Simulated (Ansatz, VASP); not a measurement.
# Sb: VASP beside Ansatz

The input INCAR:

```
PREC = Accurate
ENCUT = 520
EDIFF = 1E-6
ISMEAR = -1
SIGMA = 0.05
LREAL = False
LASPH = True
NELM = 100
ALGO = Normal
ISIF = 2
LWAVE = False
LCHARG = False
GGA = PS
NBANDS = 8
```

File KPOINTS:

```
Automatic mesh
0
Gamma
  12 12 12
```

The input POSCAR:

```
Sb
1.0
    0.0000000000      2.2738475325      2.2738475325
    2.2738475325      0.0000000000      2.2738475325
    2.2738475325      2.2738475325      0.0000000000
Sb
1
Direct
    0.0000000000      0.0000000000      0.0000000000
```

Input for Ansatz:

```yaml
crystal:
  lattice:
    - [0.0, 2.2738475325, 2.2738475325]
    - [2.2738475325, 0.0, 2.2738475325]
    - [2.2738475325, 2.2738475325, 0.0]
  atoms:
    - { symbol: Sb, position: [0.0, 0.0, 0.0] }
kpoints:
  mp_grid: { grid: [12, 12, 12] }
  band_path:
    path:
      - [0.0, 0.0, 0.0]
      - [0.5, 0.0, 0.5]
      - [0.625, 0.25, 0.625]
      - [0.375, 0.375, 0.75]
      - [0.0, 0.0, 0.0]
      - [0.5, 0.5, 0.5]
      - [0.5, 0.25, 0.75]
      - [0.5, 0.0, 0.5]
    npoints: 5
scf:
  occupations: { method: fermi_dirac, width: 0.05 }
hamiltonian:
  xc: pbesol
  pseudopotentials: { kind: all_electron, lapw: { basis_error: 0.001 } }
output:
  forces: true
  stress: true
  eigenvalues: true
```

Change from the starting cell: volume scaled by 0.96.

Alike in both runs: task single point; functional PBEsol; k mesh 12 × 12 × 12; occupations fermi-dirac, width 0.05 eV; no spin polarisation.

|  | VASP | Ansatz |
| --- | --- | --- |
| version | VASP 6.6.1 | Ansatz 0.2.0 |
| potentials or method | VASP PAW PBE potentials, release 64 (Sb) | all-electron LAPW, scalar-relativistic |
| plane-wave cutoff (eV) | 520 | see its input |

```tsv
	VASP	Ansatz	Ansatz less VASP
pressure (GPa)	9.2	9.1	-0.07
```

Ansatz ran all-electron here, so the differences hold the error of VASP's frozen core and of both bases.

Caveats: the PAW data sets were made with another functional, which shifts forces and pressure a little (VASP). The runs have no spin-orbit coupling, so splittings on Sb are missing.
